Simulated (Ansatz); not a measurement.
## GaN — ⁶⁹Ga nuclear quadrupole resonance

Cell: a COD entry, its atoms then relaxed with PBE in this cell.

```
Ga N
1.0
     3.18000    0.00000    0.00000
    -1.59000    2.75396    0.00000
     0.00000    0.00000    5.16600
Ga N
2 2
Direct
  0.33333 0.66667 0.00394
  0.66667 0.33333 0.50394
  0.33333 0.66667 0.38106
  0.66667 0.33333 0.88106
```

Sites (sets of like atoms) are named by element and the number of their first atom in this list.

The numbers come from a DFT calculation in Ansatz (PBEsol, plane waves and PAW, scalar-relativistic, 420 eV cutoff, Γ-centred 11×11×6 k-points, Fermi–Dirac smearing 0.02 eV).

⁶⁹Ga: I = 3/2, Q = 171.0 mb (year-2017 value). Static lattice, zero field.

Task: At which frequencies do the ⁶⁹Ga NQR lines lie?

Result: For I = 3/2 there is one line, ν = (|C_Q|/2)(1 + η²/3)^½.

| site | atoms | V_zz (10²¹ V/m²) | C_Q (MHz) | η | line frequencies (MHz) |
| --- | --- | --- | --- | --- | --- |
| Ga | 1, 2 | 0.42 | 1.72 | 0.00 | 0.860 |

Task: And for ⁷¹Ga (I = 3/2, Q = 107.0 mb) on Ga?

Result: C_Q scales with Q to 1.08 MHz, with lines at 0.538 MHz.

An axis of threefold or higher order runs through Ga, so V_zz lies along it and η is zero.
